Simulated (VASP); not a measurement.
## AlN: relaxation of cell and atoms with PBE

Crystal: AlN.

```
CELL_PARAMETERS angstrom
0.00000 2.18399 2.18399
2.18399 0.00000 2.18399
2.18399 2.18399 0.00000
ATOMIC_POSITIONS crystal
Al 0.00000 0.00000 0.00000
N 0.25000 0.25000 0.25000
```

Measurements of this composition are mostly on another form, of space group No. 186.

```
Program                : VASP 6.6.1
Task                   : relaxation of cell and atoms
Functional             : PBE
Potentials or basis    : VASP PAW PBE potentials, release 64 (Al, N)
Cutoff                 : 600 eV
k mesh                 : 10 × 10 × 10
Occupations            : gaussian, width 0.02 eV
Spin                   : no spin polarisation
Further INCAR settings : ALGO = Normal; EDIFF = 1e-07; IBRION = 2; EDIFFG = -0.005; NSW = 90; ISIF = 3
```

```yaml
Relaxed_volume: 10.65 Å³/atom
Relaxed_cell: a = 3.112 Å, b = 3.112 Å, c = 3.112 Å, α = 60.00°, β = 60.00°, γ = 60.00°
Space_group_after_relaxing_to_0.05_Å: F-43m (No. 216)
Energy_gained_by_relaxing: 3.2 meV/atom
Ionic_steps: 3
Pressure_after_relaxing: 0.0 GPa
Band_gap_on_the_k_mesh: 3.31 eV, indirect (least direct gap 4.00 eV)
```

Step by step:
```tsv
step	energy change (eV)	largest force (eV/Å)	pressure (GPa)	volume (Å³)
1	0.0000	0.0000	4.48	20.83
2	-0.0014	0.0000	-3.67	21.72
3	-0.0064	0.0000	0.00	21.30
```

Final structure:
```xyz
2
Lattice="0.0000 2.2002 2.2002 2.2002 0.0000 2.2002 2.2002 2.2002 0.0000" Properties=species:S:1:pos:R:3 pbc="T T T"
Al    0.0000    0.0000    0.0000
N     1.1001    1.1001    1.1001
```

Levels at points of the mesh, in eV from the valence-band top:
```
           k point  band 1  band 2  band 3  band 4  band 5  band 6  band 7  band 8
(0.00, 0.00, 0.00)  -14.85    0.00    0.00    0.00    4.00   12.34   12.34   12.34
(0.50, 0.00, 0.00)  -12.87   -5.76   -0.48   -0.48    7.18    9.71   11.01   11.01
(0.50, 0.50, 0.00)  -12.26   -4.84   -1.75   -1.75    3.31    8.48   13.66   15.46
```

Run time: 13 s on 1 thread of AMD EPYC 9R45 96-Core Processor (Zen 5) (shared host), peak memory 0.13 GiB.

A k mesh can miss the band edges. As with any semilocal functional, this PBE gap is likely too small.
